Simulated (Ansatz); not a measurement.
Input of an Ansatz 0.2.0 run:

File input.yaml:

```yaml
crystal:
  lattice:
    - [0.0, 2.9305, 2.9305]
    - [2.9305, 0.0, 2.9305]
    - [2.9305, 2.9305, 0.0]
  atoms:
    - { symbol: In, position: [0.0, 0.0, 0.0] }
    - { symbol: P, position: [0.75, 0.75, 0.75] }
kpoints:
  mp_grid: { grid: [8, 8, 8] }
scf:
  occupations: { method: gaussian, width: 0.025 }
hamiltonian:
  xc: pbe
  pseudopotentials: { kind: all_electron, lapw: { basis_error: 0.001 } }
output:
  forces: true
  stress: true
  eigenvalues: true
```

Potentials or basis: all-electron LAPW, scalar-relativistic.

The run is started by

```console
$ ansatz run input.yaml --threads 1 --pin off --max-ram 3072MiB --backend cpu --events-out ev --progress --plain --runs-dir out
```

Problem. Estimate the band gap on the k mesh.

Solution. 0.71 eV, direct.

Problem. Estimate the pressure.

Solution. 3.3 GPa.

Caveat: spin-orbit coupling is left out, which moves the levels of the heavy elements.

**Experimental background.**

A printed reference work, data compilation reports, for a bulk crystal of InP at 1.6 K: band gap 1.4236 eV (direct).

Against the measured gap of InP, 1.4236 eV (direct; 1.6 K; a printed reference work, data compilation), the calculated 0.71 eV is off by -0.71 eV. Spin-orbit coupling on In is left out. The value is that of PBE, without temperature or zero-point motion. Semilocal functionals fall short of measured gaps as a rule.
